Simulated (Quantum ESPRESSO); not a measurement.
# Al2Cu (P4/mmm) in Quantum ESPRESSO: reference runs

Aim: a first look at Al2Cu with PBE, on the cell as given and on a disturbed one.

Program: Quantum ESPRESSO 7.5. These are calculated values, not measurements. Logs are shortened: lines on timing, memory, paths and dates and some standing lists are left out, and cuts for length are marked.

### Step 1. The structure

Symmetry: P4/mmm, No. 123, tetragonal system. Conventional cell: a = 4.105 Å, b = 4.105 Å, c = 2.891 Å, α = 90.00°, β = 90.00°, γ = 90.00°. Cu (site symmetry 4/mmm) is surrounded by 8 Al at 2.51 Å. Al (site symmetry mmm) is surrounded by 4 Cu at 2.51 Å.

The cell comes from a database or a generator and needn't be the stable form of this composition.

### Step 2. Single point, PBE

The input, pw.in:

```
&CONTROL
  calculation = 'scf'
  prefix = 'pwscf'
  outdir = './tmp'
  pseudo_dir = './pseudo'
  tprnfor = .true.
  tstress = .true.
  disk_io = 'nowf'
/
&SYSTEM
  ibrav = 0
  nat = 3
  ntyp = 2
  ecutwfc = 55
  ecutrho = 440
  nbnd = 15
  occupations = 'smearing'
  smearing = 'fd'
  degauss = 0.00367493
/
&ELECTRONS
  conv_thr = 6d-10
  electron_maxstep = 120
  mixing_beta = 0.5
/
ATOMIC_SPECIES
Cu    63.5460 Cu.paw.z_11.ld1.psl.v1.0.0-low.upf
Al    26.9815 Al.pbe-n-kjpaw_psl.1.0.0.UPF
CELL_PARAMETERS angstrom
   4.1051820000    0.0000000000    0.0000000000
   0.0000000000    4.1051820000    0.0000000000
   0.0000000000    0.0000000000    2.8913130000
ATOMIC_POSITIONS crystal
Cu     0.0000000000    0.0000000000    0.0000000000
Al     0.0000000000    0.5000000000    0.5000000000
Al     0.5000000000    0.0000000000    0.5000000000
K_POINTS automatic
7 7 9 0 0 0
```

Potentials or basis: SSSP 1.3 efficiency PBE.

Started as:

```bash
OMP_NUM_THREADS=1 pw.x -in pw.in > pw.out
```

pw.out:

```text
This program is part of the open-source Quantum ESPRESSO suite
     for quantum simulation of materials; please cite
         "P. Giannozzi et al., J. Phys.:Condens. Matter 21 395502 (2009);
         "P. Giannozzi et al., J. Phys.:Condens. Matter 29 465901 (2017);
         "P. Giannozzi et al., J. Chem. Phys. 152 154105 (2020);
     in publications or presentations arising from this work. More details at

     file Cu.paw.z_11.ld1.psl.v1.0.0-low.upf: wavefunction(s)  4S 3D renormalized
     file Al.pbe-n-kjpaw_psl.1.0.0.UPF: wavefunction(s)  3S 3P renormalized
     Message from routine setup:
     using ibrav=0 with symmetry is DISCOURAGED, use correct ibrav instead

     G-vector sticks info
     --------------------
     sticks:   dense  smooth     PW     G-vecs:    dense   smooth      PW
     Sum        2093    1049    317                51281    18153    2987

     Using Slab Decomposition

     bravais-lattice index     =            0
     lattice parameter (alat)  =       7.7577  a.u.
     unit-cell volume          =     328.8187 (a.u.)^3
     number of atoms/cell      =            3
     number of atomic types    =            2
     number of electrons       =        17.00
     number of Kohn-Sham states=           15
     kinetic-energy cutoff     =      55.0000  Ry
     charge density cutoff     =     440.0000  Ry
     scf convergence threshold =      6.0E-10
     mixing beta               =       0.5000
     number of iterations used =            8  plain     mixing
     Exchange-correlation= SLA  PW   PBX  PBC
                           (   1   4   3   4   0   0   0)

     celldm(1)=   7.757670  celldm(2)=   0.000000  celldm(3)=   0.000000
     celldm(4)=   0.000000  celldm(5)=   0.000000  celldm(6)=   0.000000

     crystal axes: (cart. coord. in units of alat)
               a(1) = (   1.000000   0.000000   0.000000 )
               a(2) = (   0.000000   1.000000   0.000000 )
               a(3) = (   0.000000   0.000000   0.704308 )

     reciprocal axes: (cart. coord. in units 2 pi/alat)
               b(1) = (  1.000000  0.000000  0.000000 )
               b(2) = (  0.000000  1.000000  0.000000 )
               b(3) = (  0.000000  0.000000  1.419833 )

     PseudoPot. # 1 for Cu read from file:
     Cu.paw.z_11.ld1.psl.v1.0.0-low.upf
     Pseudo is Projector augmented-wave + core cor, Zval = 11.0
     Generated using &quot;atomic&quot; code by A. Dal Corso  v.6.3MaX
     Shape of augmentation charge: PSQ
     Using radial grid of 1199 points,  6 beta functions with:
                l(1) =   0
                l(2) =   0
                l(3) =   1
                l(4) =   1
                l(5) =   2
                l(6) =   2
     Q(r) pseudized with 0 coefficients

     PseudoPot. # 2 for Al read from file:
     Al.pbe-n-kjpaw_psl.1.0.0.UPF
     Pseudo is Projector augmented-wave + core cor, Zval =  3.0
     Generated using "atomic" code by A. Dal Corso  v.5.1
     Shape of augmentation charge: PSQ
     Using radial grid of 1135 points,  6 beta functions with:
                l(1) =   0
                l(2) =   0
                l(3) =   1
                l(4) =   1
                l(5) =   2
                l(6) =   2
     Q(r) pseudized with 0 coefficients

     atomic species   valence    mass     pseudopotential
     Cu               11.00    63.54600     Cu( 1.00)
     Al                3.00    26.98150     Al( 1.00)

     16 Sym. Ops., with inversion, found

   Cartesian axes

     site n.     atom                  positions (alat units)
         1        Cu     tau(   1) = (   0.0000000   0.0000000   0.0000000  )
         2        Al     tau(   2) = (   0.0000000   0.5000000   0.3521541  )
         3        Al     tau(   3) = (   0.5000000   0.0000000   0.3521541  )

     number of k points=    50  Fermi-Dirac smearing, width (Ry)=  0.0037
                       cart. coord. in units 2pi/alat
        k(    1) = (   0.0000000   0.0000000   0.0000000), wk =   0.0045351
        k(    2) = (   0.0000000   0.0000000   0.1577592), wk =   0.0090703
        k(    3) = (   0.0000000   0.0000000   0.3155185), wk =   0.0090703
        k(    4) = (   0.0000000   0.0000000   0.4732777), wk =   0.0090703
        k(    5) = (   0.0000000   0.0000000   0.6310369), wk =   0.0090703
        k(    6) = (   0.0000000   0.1428571   0.0000000), wk =   0.0181406
[... 42 lines left out ...]
        k(   49) = (   0.4285714   0.4285714   0.4732777), wk =   0.0362812
        k(   50) = (   0.4285714   0.4285714   0.6310369), wk =   0.0362812

     Dense  grid:    51281 G-vectors     FFT dimensions: (  54,  54,  40)

     Smooth grid:    18153 G-vectors     FFT dimensions: (  40,  40,  25)

     Initial potential from superposition of free atoms

     starting charge      16.9952, renormalised to      17.0000
     Starting wfcs are   17 randomized atomic wfcs

     Self-consistent Calculation

     iteration #  1     ecut=    55.00 Ry     beta= 0.50
     Davidson diagonalization with overlap
     ethr =  1.00E-02,  avg # of iterations =  6.0

     total energy              =    -292.02679880 Ry
     estimated scf accuracy    <       0.17822494 Ry

     iteration #  2     ecut=    55.00 Ry     beta= 0.50
     Davidson diagonalization with overlap
     ethr =  1.05E-03,  avg # of iterations =  2.3

     total energy              =    -292.05515303 Ry
     estimated scf accuracy    <       0.39654744 Ry

     iteration #  3     ecut=    55.00 Ry     beta= 0.50
     Davidson diagonalization with overlap
     ethr =  1.05E-03,  avg # of iterations =  2.3

     total energy              =    -292.10779430 Ry
     estimated scf accuracy    <       0.00240260 Ry

     iteration #  4     ecut=    55.00 Ry     beta= 0.50
     Davidson diagonalization with overlap
     ethr =  1.41E-05,  avg # of iterations =  6.9

     total energy              =    -292.10804393 Ry
     estimated scf accuracy    <       0.00103899 Ry

     iteration #  5     ecut=    55.00 Ry     beta= 0.50
     Davidson diagonalization with overlap
     ethr =  6.11E-06,  avg # of iterations =  2.3

     total energy              =    -292.10823117 Ry
     estimated scf accuracy    <       0.00058822 Ry

     iteration #  6     ecut=    55.00 Ry     beta= 0.50
     Davidson diagonalization with overlap
     ethr =  3.46E-06,  avg # of iterations =  1.4

     total energy              =    -292.10833385 Ry
     estimated scf accuracy    <       0.00001997 Ry

     iteration #  7     ecut=    55.00 Ry     beta= 0.50
     Davidson diagonalization with overlap
     ethr =  1.17E-07,  avg # of iterations =  2.2

     total energy              =    -292.10834023 Ry
     estimated scf accuracy    <       0.00000443 Ry

     iteration #  8     ecut=    55.00 Ry     beta= 0.50
     Davidson diagonalization with overlap
     ethr =  2.61E-08,  avg # of iterations =  1.5

     total energy              =    -292.10834064 Ry
     estimated scf accuracy    <       0.00000020 Ry

     iteration #  9     ecut=    55.00 Ry     beta= 0.50
     Davidson diagonalization with overlap
     ethr =  1.20E-09,  avg # of iterations =  3.5

     total energy              =    -292.10834078 Ry
     estimated scf accuracy    <       0.00000013 Ry

     iteration # 10     ecut=    55.00 Ry     beta= 0.50
     Davidson diagonalization with overlap
     ethr =  7.55E-10,  avg # of iterations =  1.1

     total energy              =    -292.10834078 Ry
     estimated scf accuracy    <       0.00000002 Ry

     iteration # 11     ecut=    55.00 Ry     beta= 0.50
     Davidson diagonalization with overlap
     ethr =  1.08E-10,  avg # of iterations =  2.1

     total energy              =    -292.10834079 Ry
     estimated scf accuracy    <          6.7E-10 Ry

     iteration # 12     ecut=    55.00 Ry     beta= 0.50
     Davidson diagonalization with overlap
     ethr =  3.95E-12,  avg # of iterations =  2.9

     End of self-consistent calculation

          k = 0.0000 0.0000 0.0000 (  2273 PWs)   bands (ev):

    -2.2280   2.9288   3.4506   4.1098   4.3052   4.3052   5.9312   5.9312
     8.2272   9.2142  14.2648  14.4820  14.4820  15.3474  15.4248

          k = 0.0000 0.0000 0.1578 (  2269 PWs)   bands (ev):

    -2.0044   3.0045   3.5320   4.1023   4.1023   4.1308   6.3173   6.3173
     8.3504   9.3458  11.7693  14.6789  14.6789  15.4722  17.5042

          k = 0.0000 0.0000 0.3155 (  2261 PWs)   bands (ev):

    -1.3406   3.1984   3.7110   3.7583   3.7583   4.1843   7.2234   7.2234
     8.7417   8.8422   9.8683  15.1650  15.1650  15.8318  16.4903

          k = 0.0000 0.0000 0.4733 (  2253 PWs)   bands (ev):

    -0.2607   3.4215   3.4851   3.4851   3.7157   4.2455   6.5519   8.4699
     8.4699   9.4517  10.5316  14.1083  14.1083  14.2206  16.6231

          k = 0.0000 0.0000 0.6310 (  2229 PWs)   bands (ev):

     1.1600   2.8354   3.3399   3.3399   3.5677   4.2856   5.4298  10.0327
    10.0327  10.4741  11.2894  11.9425  11.9425  12.3737  15.9660

          k = 0.0000 0.1429 0.0000 (  2277 PWs)   bands (ev):

    -2.0567   2.8012   3.4103   4.0602   4.2990   4.3061   4.9774   6.1220
     8.6733  10.3423  12.8157  13.3757  14.4333  16.2596  17.3440

          k = 0.0000 0.1429 0.1578 (  2265 PWs)   bands (ev):

    -1.8337   2.8850   3.4948   4.0617   4.0747   4.1384   5.3205   6.4940
     8.8085  10.5040  11.8675  12.9875  13.8824  17.4841  17.9034

          k = 0.0000 0.1429 0.3155 (  2268 PWs)   bands (ev):

    -1.1720   3.0890   3.6630   3.7696   3.7942   4.1554   6.0252   7.3877
     8.9740   9.2838  11.1042  13.4723  14.2223  15.3904  17.1052

          k = 0.0000 0.1429 0.4733 (  2265 PWs)   bands (ev):

    -0.0979   3.2580   3.4979   3.5687   3.7722   4.2235   6.6489   7.0455
     8.6262   9.9330  11.9122  12.5777  13.8170  15.0187  15.2790

          k = 0.0000 0.1429 0.6310 (  2250 PWs)   bands (ev):

     1.3026   2.9090   3.3508   3.3519   3.6052   4.2687   5.4460   8.3699
     9.9214  10.1757  11.5795  12.0658  12.5592  13.7576  15.3946

          k = 0.0000 0.2857 0.0000 (  2270 PWs)   bands (ev):

    -1.5601   2.0355   3.3666   3.9670   4.2086   4.2851   4.3083   6.6092
     9.0849  11.1577  11.8564  12.9426  14.9086  17.1181  18.7972

          k = 0.0000 0.2857 0.1578 (  2255 PWs)   bands (ev):

    -1.3384   2.1722   3.4458   3.9895   4.0369   4.1455   4.5042   6.9625
     9.2203  11.3228  11.6392  13.0771  13.1251  16.4348  19.4095

          k = 0.0000 0.2857 0.3155 (  2260 PWs)   bands (ev):

    -0.6822   2.5171   3.6225   3.7984   3.8966   4.0905   4.8694   7.8433
     9.3741   9.6927  11.8073  12.7282  13.5961  14.0696  17.6385

          k = 0.0000 0.2857 0.4733 (  2267 PWs)   bands (ev):

     0.3746   2.8585   3.5277   3.6931   3.8946   4.1749   5.4941   7.0883
     9.0744   9.8340  11.4835  12.5185  14.2322  14.4099  15.1184
[... 133 lines left out ...]
    -0.1655   1.4598   2.9667   3.5810   4.0697   4.2785   4.2913   4.6871
     6.8304  13.8096  14.9576  16.2528  16.5103  17.6824  18.1643

          k = 0.2857 0.4286 0.1578 (  2282 PWs)   bands (ev):

     0.0531   1.6160   3.0683   3.6385   4.0390   4.1267   4.3289   4.9726
     6.9550  13.6695  13.8853  15.1061  16.1624  16.8627  17.6181

          k = 0.2857 0.4286 0.3155 (  2266 PWs)   bands (ev):

     0.6918   2.0322   3.2909   3.7680   3.9006   4.0879   4.4967   5.5462
     7.3254  11.0381  12.3302  14.5804  15.1002  15.9215  16.9883

          k = 0.2857 0.4286 0.4733 (  2260 PWs)   bands (ev):

     1.6655   2.5114   3.4241   3.9034   3.9300   4.1764   4.8885   6.3490
     7.6836   8.8365  10.1839  12.1680  13.9937  15.8691  17.3400

          k = 0.2857 0.4286 0.6310 (  2261 PWs)   bands (ev):

     2.5161   2.8307   3.6243   4.0209   4.0952   4.2558   5.5831   6.2243
     7.2712   8.4333   9.4412  10.1706  12.2370  17.0630  18.4541

          k = 0.4286 0.4286 0.0000 (  2273 PWs)   bands (ev):

     0.6068   1.8926   2.1445   3.1874   4.0293   4.2121   4.2809   4.2811
     6.0882  15.8630  16.7093  17.0467  17.5508  17.9534  18.4801

          k = 0.4286 0.4286 0.1578 (  2275 PWs)   bands (ev):

     0.8235   2.0221   2.3000   3.2832   4.0182   4.1528   4.3374   4.4101
     6.1706  14.5317  14.9929  16.1739  17.1196  17.9035  17.9131

          k = 0.4286 0.4286 0.3155 (  2263 PWs)   bands (ev):

     1.4419   2.3420   2.7131   3.5232   4.0094   4.1554   4.5535   4.6855
     6.4437  11.8121  12.6867  13.4390  15.4427  17.3970  18.4218

          k = 0.4286 0.4286 0.4733 (  2260 PWs)   bands (ev):

     2.2648   2.6495   3.2903   3.8166   4.0324   4.2584   5.0895   5.2221
     6.9371   9.3583  10.4008  10.9114  12.9907  18.1876  19.2848

          k = 0.4286 0.4286 0.6310 (  2254 PWs)   bands (ev):

     2.6965   2.7898   4.0262   4.0610   4.2136   4.4217   5.8615   5.9561
     7.1920   7.9652   8.6227   9.0555  11.2799  19.1468  20.3300

     the Fermi energy is     8.3251 ev

!    total energy              =    -292.10834079 Ry
     total all-electron energy =     -4281.273670 Ry
     estimated scf accuracy    <          8.0E-12 Ry
     smearing contrib. (-TS)   =      -0.00087819 Ry
     internal energy E=F+TS    =    -292.10746260 Ry

     The total energy is F=E-TS. E is the sum of the following terms:
     one-electron contribution =     -68.12658387 Ry
     hartree contribution      =      51.60886878 Ry
     xc contribution           =     -49.74135321 Ry
     ewald contribution        =     -66.61854788 Ry
     one-center paw contrib.   =    -159.22984641 Ry

     convergence has been achieved in  12 iterations

     Forces acting on atoms (cartesian axes, Ry/au):

     atom    1 type  1   force =     0.00000000    0.00000000    0.00000000
     atom    2 type  2   force =     0.00000000    0.00000000    0.00000000
     atom    3 type  2   force =     0.00000000    0.00000000    0.00000000

     Total force =     0.000000     Total SCF correction =     0.000000

     Computing stress (Cartesian axis) and pressure

          total   stress  (Ry/bohr**3)                   (kbar)     P=        4.39
   0.00005099   0.00000000   0.00000000            7.50        0.00        0.00
   0.00000000   0.00005099   0.00000000            0.00        7.50        0.00
   0.00000000   0.00000000  -0.00001243            0.00        0.00       -1.83

=------------------------------------------------------------------------------=
   JOB DONE.
=------------------------------------------------------------------------------=
```

Run time: 44 s. Hardware: 1 thread of Arm Neoverse V2, shared host; peak memory 0.24 GiB.

Results:

```
Free energy            : -3974.3364 eV
Pressure               : 0.4 GPa
Band gap on the k mesh : none (metal or under the smearing width)
```

Levels at points of the mesh, in eV from the Fermi level:
| k point | band 6 | band 7 | band 8 | band 9 | band 10 | band 11 |
| --- | --- | --- | --- | --- | --- | --- |
| (0.00, 0.00, 0.00) | -4.02 | -2.39 | -2.39 | -0.10 | 0.89 | 5.94 |

(Part 1 of 2 ends here.)
